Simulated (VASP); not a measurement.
Here is a VASP 6.6.1 calculation.

File POSCAR:

```
PbSe
1.0
    0.0000000000      3.4232041391      3.4968030281
    3.4232041391      0.0000000000      3.4968030281
    3.4232041391      3.4232041391      0.0000000000
Pb Se
1 1
Direct
    0.0000000000      0.0000000000      0.0000000000
    0.2500000000      0.2500000000      0.2500000000
```

The input INCAR.step1:

```
ALGO = Normal
EDIFF = 1E-4
ENCUT = 520
GGA = PE
ISMEAR = 0
LASPH = True
LCHARG = False
LREAL = False
LWAVE = True
NBANDS = 17
NELM = 80
PREC = Accurate
SIGMA = 0.01
```

Contents of INCAR.step2:

```
ALGO = Normal
EDIFF = 1E-7
ENCUT = 520
ISIF = 2
ISMEAR = 0
ISTART = 1
LASPH = True
LCHARG = False
LMIXTAU = True
LREAL = False
LWAVE = False
METAGGA = R2SCAN
NBANDS = 17
NELM = 80
PREC = Accurate
SIGMA = 0.01
```

Contents of KPOINTS:

```
k-points
0
Gamma
  6 6 6
```

Potentials or basis: VASP PAW PBE potentials, release 64 (Pb_d, Se).

The run is started by

```console
$ cat potpaw_PBE.64/Pb_d/POTCAR potpaw_PBE.64/Se/POTCAR > POTCAR
$ cp INCAR.step1 INCAR
$ mpirun -np 1 vasp_std > vasp.out
$ cp INCAR.step2 INCAR
$ mpirun -np 1 vasp_std > vasp.out
```

Q: Estimate the pressure.

A: -0.7 GPa.

Q: Estimate the band gap on the k mesh.

A: 0.91 eV, indirect (least direct gap 1.35 eV).

Stress tensor (GPa, compression positive):
```
-0.68  0.00  0.00
 0.00 -0.68  0.00
 0.00  0.00 -0.76
```

Caveat: the PAW data sets were made with another functional, which shifts forces and pressure a little; spin-orbit coupling is left out, which as a rule narrows the gap of such compounds by several tenths of an eV. A k mesh can miss the band edges.
